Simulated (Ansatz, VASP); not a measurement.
NaF (Villiaumite): VASP beside Ansatz

POSCAR

```
NaF
1.0
    0.0000000000      2.2738641101      2.2738641101
    2.2738641101      0.0000000000      2.2738641101
    2.2738641101      2.2738641101      0.0000000000
Na F
1 1
Direct
    0.0000000000      0.0000000000      0.0000000000
    0.5000000000      0.5000000000      0.5000000000
```

File INCAR.step1:

```
SYSTEM = NaF
PREC = Accurate ; ENCUT = 520
ISMEAR = 0 ; SIGMA = 0.02
LREAL = .False. ; LASPH = .True.
NELM = 60 ; NBANDS = 14
GGA = PE ; ALGO = Normal
EDIFF = 1E-4 ; LWAVE = .True.
LCHARG = .False.
```

INCAR.step2

```
SYSTEM = NaF
PREC = Accurate ; ENCUT = 520
EDIFF = 1E-6 ; ISMEAR = 0
SIGMA = 0.02 ; LREAL = .False.
LASPH = .True. ; NELM = 60
ALGO = Normal ; ISIF = 2
LWAVE = .False. ; LCHARG = .True.
METAGGA = R2SCAN ; LMIXTAU = .True.
LELF = .True. ; LVHAR = .True.
NBANDS = 14 ; ISTART = 1
```

File KPOINTS:

```
Automatic mesh
0
Gamma
  8 8 8
  0 0 0
```

Input for Ansatz:

```yaml
crystal:
  lattice:
    - [0.0, 2.2738641101, 2.2738641101]
    - [2.2738641101, 0.0, 2.2738641101]
    - [2.2738641101, 2.2738641101, 0.0]
  atoms:
    - { symbol: Na, position: [0.0, 0.0, 0.0] }
    - { symbol: F, position: [0.5, 0.5, 0.5] }
basis:
  ecutwfc: 500
kpoints:
  mp_grid: { grid: [8, 8, 8] }
hamiltonian:
  xc: r2scan
scf:
  occupations: { method: gaussian, width: 0.02 }
output:
  forces: true
  stress: true
  eigenvalues: true
```

Alike in both runs: task single point; functional r2SCAN; k mesh 8 × 8 × 8; occupations gaussian, width 0.02 eV; no spin polarisation.

|  | VASP | Ansatz |
| --- | --- | --- |
| version | VASP 6.6.1 | Ansatz 0.2.0 |
| potentials or method | VASP PAW PBE potentials, release 64 (Na_pv, F) | scalar-relativistic, plane waves, PAW |
| plane-wave cutoff (eV) | 520 | 500 |
| valence electrons in the cell | 14 | 16 |

```csv
,VASP,Ansatz,Ansatz less VASP
gap on the k mesh at the Fermi level (eV),7.50,7.46,-0.041
least direct gap on the mesh (eV),7.50,7.46,-0.041
pressure (GPa),1.1,1.8,+0.73
```

The functional is the same, so the differences come from potentials, cutoffs and numerics. The two sets of potentials don't hold the same shells in valence.

Caveats: the PAW data sets were made with another functional, which shifts forces and pressure a little (VASP). r2SCAN opens gaps a little over a GGA but as a rule still falls short of measured ones.
